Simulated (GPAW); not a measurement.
C:

```
CELL_PARAMETERS angstrom
4.25517 0.00000 0.00000
0.00000 4.25517 0.00000
0.00000 0.00000 1.28229
ATOMIC_POSITIONS crystal
C 0.50000 0.50000 0.50000
```

The cell was built by a generator and needn't be a form met in nature.

| Property | Result |
| --- | --- |
| Program | GPAW 26.7.0 |
| Task | relaxation of cell and atoms |
| Functional | PBE |
| Dispersion | D3M(BJ) |
| Potentials or basis | GPAW PAW data sets (gpaw-data 1.2.1) |
| Cutoff | 800 eV |
| Basis | pw |
| k mesh | 6 × 6 × 20 |
| Occupations | fermi-dirac, width 0.05 eV |
| Spin | no spin polarisation |

At the start: pressure -0.4 GPa; volume 23.22 Å³/atom.

**Question.** How do energy, volume and symmetry change on relaxing?

**Answer.** Over 10 steps the energy falls by 81.8 meV/atom and the volume is 13.22 Å³/atom (-43.1 %); space group P4/mmm (No. 123, to 0.05 Å).

Step by step:
```tsv
step	energy change (eV)	largest force (eV/Å)	pressure (GPa)	volume (Å³)
1	0.0000	0.0000	-0.41	23.22
2	-0.0008	0.0000	-1.02	23.16
3	-0.0034	0.0000	-1.66	22.74
4	-0.0311	0.0000	-9.23	17.06
5	0.0214	0.0000	-15.01	11.86
6	-0.0569	0.0000	-7.72	15.56
7	-0.0704	0.0000	-5.67	14.83
8	-0.0788	0.0000	1.42	12.66
9	-0.0820	0.0000	-0.33	13.34
10	-0.0818	0.0000	-0.02	13.22
```

Final structure:
```yaml
crystal:
  lattice:
    - [3.21182, 0.00000, 0.00000]
    - [0.00000, 3.21182, 0.00000]
    - [0.00000, 0.00000, 1.28144]
  atoms:
    - { symbol: C, position: [0.50000, 0.50000, 0.50000] }
```

Caveat: later steps reuse the first step's grids; the volume moved by over 15 % at a fixed basis, so the end points are rough; pairwise dispersion overbinds metals, which lowers pressure and volume.
